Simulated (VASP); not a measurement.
## PbO (Litharge): single point with HSE(alpha, omega)

PbO (Litharge):

```
Pb O
1.0
     3.99000    0.00000    0.00000
     0.00000    3.99000    0.00000
     0.00000    0.00000    5.01000
Pb O
2 2
Direct
  0.50000 0.00000 0.76000
  0.00000 0.50000 0.24000
  0.50000 0.50000 0.00000
  0.00000 0.00000 0.00000
```

```
Program                            : VASP 6.6.1
Task                               : single point
Functional                         : HSE(alpha, omega)
Potentials or basis                : VASP PAW PBE potentials, release 64 (Pb_d, O)
Cutoff                             : 520 eV
k mesh                             : 4 × 4 × 3
Occupations                        : fermi-dirac, width 0.05 eV
Spin                               : no spin polarisation
Share of exact exchange            : 0.15
Grid for exact exchange (PRECFOCK) : Fast
Further INCAR settings             : ALGO = Normal; EDIFF = 1e-07; NBANDS = 28
```

The pressure is 0.8 GPa. The largest force is 0.351 eV/Å and the band gap on the k mesh is 1.55 eV, indirect (least direct gap 2.77 eV).

Forces on the atoms (eV/Å):
```
Pb   0.000  0.000  0.351
Pb   0.000  0.000 -0.351
O    0.000  0.000  0.000
O    0.000  0.000  0.000
```

Stress tensor (GPa, compression positive):
```
0.99 0.00 0.00
0.00 0.99 0.00
0.00 0.00 0.41
```

Levels at points of the mesh, in eV from the valence-band top:
```
           k point  band 17  band 18  band 19  band 20  band 21  band 22  band 23  band 24
(0.00, 0.00, 0.00)    -1.95    -1.86    -1.86     0.00     2.93     6.13     6.13     6.18
(0.50, 0.00, 0.00)    -3.26    -3.26    -1.80    -1.80     3.90     3.90     7.28     7.28
(0.50, 0.50, 0.00)    -1.77    -1.77    -1.21    -1.21     1.55     1.55     5.79     5.79
```

Run time: 8.1 min on 1 thread of Intel(R) Xeon(R) 6975P-C (Granite Rapids), with other jobs on the host, peak memory 0.3 GiB.

Caveat: the PAW data sets were made with another functional, which shifts forces and pressure a little; spin-orbit coupling is left out, which as a rule narrows the gap of such compounds by several tenths of an eV; an odd mesh through Γ misses points on the zone boundary, where band edges often lie.
